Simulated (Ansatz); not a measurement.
# AlCu3: compression at zero temperature

The task here is to estimate one member of a computed series from the others.

Method: DFT r2SCAN, scalar-relativistic, plane waves, PAW, in Ansatz 0.2.0.

1 further run of the same task is left out (set aside as unsound or not needed).

**The starting structure**

It takes space group Pm-3m (No. 221, cubic). Conventional cell: a = 3.642 Å, b = 3.642 Å, c = 3.642 Å, α = 90.00°, β = 90.00°, γ = 90.00°. Al (site symmetry m-3m) has 12 Cu at 2.58 Å as nearest neighbours. Cu (site symmetry 4/mmm) has 4 Al at 2.58 Å and 8 Cu at 2.58 Å as nearest neighbours.

Coordinates:

```
CELL_PARAMETERS angstrom
3.64182 0.00000 0.00000
0.00000 3.64182 0.00000
0.00000 0.00000 3.64182
ATOMIC_POSITIONS crystal
Al 0.00000 0.00000 0.00000
Cu 0.50000 0.50000 0.00000
Cu 0.50000 0.00000 0.50000
Cu 0.00000 0.50000 0.50000
```

It goes back to an entry of the Materials Project, which need not be the stable form.

It is the result of an earlier relaxation at this level (volume 12.08 Å³/atom; gap on the mesh: none (metal)).

The first run:

Contents of input.yaml:

```yaml
crystal:
  lattice:
    - [3.676387717, 0.0, 0.0]
    - [0.0, 3.676387717, 0.0]
    - [0.0, 0.0, 3.676387717]
  atoms:
    - { symbol: Al, position: [0.0, 0.0, 0.0] }
    - { symbol: Cu, position: [0.5, 0.5, 0.0] }
    - { symbol: Cu, position: [0.5, 0.0, 0.5] }
    - { symbol: Cu, position: [0.0, 0.5, 0.5] }
basis:
  ecutwfc: 500
kpoints:
  mp_grid: { grid: [12, 12, 12] }
hamiltonian:
  xc: r2scan
scf:
  occupations: { method: gaussian, width: 0.1 }
output:
  forces: true
  stress: true
  eigenvalues: true
relax:
  adjacent_minimum: "off"
  f_tol: 0.008
  max_steps: 50
  cell: { stress_tol: 0.08, p_target: -3.0 }
```

Run with:

```console
> ansatz run input.yaml --threads 1 --pin off --max-ram 2560MiB --backend cpu --events-out ev --progress --plain --runs-dir out
```

Steps of the session up to this table: Relaxing at -3 GPa; Relaxing at 3 GPa; Target pressure 8 GPa; Relaxing at 15 GPa; Target pressure 30 GPa; Relaxing at 60 GPa.

One table of the session follows, with a row left open; its other results are not shown here.

Lengths are those of the vectors of the cell that was run:

```
P (GPa)  V (Å³/atom)  a (Å)  b (Å)  c (Å)  ΔH (eV/atom)
     -3        12.33  3.667  3.667  3.667        -0.228
      0        12.08  3.642  3.642  3.642         0.000
      3            ?      ?      ?      ?             ?
      8        11.52  3.585  3.585  3.585         0.588
     15        11.13  3.544  3.544  3.544         1.083
     30        10.48  3.473  3.473  3.473         2.093
     60         9.58  3.371  3.371  3.371         3.964
```

Estimate the missing values for P (GPa) = 3.

Worked estimate for «V (Å³/atom)». A straight line through the neighbours (0, 12.08) and (8, 11.52) gives 12.08 + (11.52 − 12.08) × (3 − 0) / (8 − 0) = 11.87; a parabola fitted to 4 rows on both sides gives 11.86.

The run gave: V (Å³/atom): 11.85; a (Å): 3.619; b (Å): 3.619; c (Å): 3.619; ΔH (eV/atom): 0.224. In «V (Å³/atom)» the line misses by +0.02 and the parabola by +0.01.

ΔH is E + PV over the energy at zero pressure; a, b and c are the vectors of the computed cell. 

Limits of these values: Other structures may take over in this range; these runs cannot find them.
